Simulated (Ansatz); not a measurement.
An input for Ansatz 0.2.0 (P):

Contents of run.py:

```python
import json

import ase.io
import numpy as np

import ansatz as az

atoms = ase.io.read("P.xyz")

calculation = (
    az.Crystal.from_ase(atoms)
    .calculation()
    .kpoints(9, 9, 9)
    .functional(exchange="b88", correlation="pbe")
    .pseudopotentials(kind="paw", level="accurate")
    .occupations(method="methfessel_paxton", width=0.1)
    .forces()
    .stress()
    .band_table(publish=True)
    .hubbard("Ce", "d", u_eff=4.0)
)
outcome = calculation.run(threads=2, events_out="events.jsonl")

report = outcome.report
for line in open("events.jsonl"):
    event = json.loads(line)
    if event["event"] == "scf_iter":
        d = event["data"]
        print(f"SCF {d['iter']:3d}  HF = {d['harris_foulkes_ev']:.6f} eV  dr2 = {d['dr2_ev']:.2e} eV")
    elif event["event"] in ("relax_step", "md_step"):
        d = event["data"]
        print(f"{event['event']} {d['step']:3d}  E = {d['lagrangian_ev']:.6f} eV")
np.set_printoptions(precision=5, suppress=True, linewidth=110)
print("converged:", report["converged"], "after", report["n_iterations"], "iterations")
print(f"free energy {report['free_energy_ev']:.6f} eV, Fermi level {report['fermi_energy_ev']:.4f} eV")
for key in ("band_edges_ev", "magnetization_mub", "site_moments_mub", "site_moments_nc_mub", "forces_ev_ang",
                "stress_gpa", "kpoints_frac", "eigenvalues_ev"):
    if report.get(key) is not None:
        print(key, np.array(report[key]), sep="\n")
```

File P.xyz:

```xyz
2
Lattice="1.7257251780 0.9963478961 3.1296800121 -1.7257251780 0.9963478961 3.1296800121 0.0000000000 -1.9926957921 3.1296800121" Properties=species:S:1:pos:R:3 pbc="T T T"
P      0.0000000000      0.0000000001      7.2569744776
P      0.0000000000      0.0000000000      2.1320655587
```

Potentials or basis: Ansatz PAW accurate.

Run with:

```bash
$ python run.py
```

**Question.** How does this run end?

**Answer.** The run stopped without a result. It printed:

Output:

```text
Traceback (most recent call last):
  File "run.py", line 20, in <module>
  [frames inside libraries left out]
ansatz.errors.InputError: .hubbard: no 'Ce' in the crystal as it stands (species: P)  [hamiltonian.hubbard[].species]
```
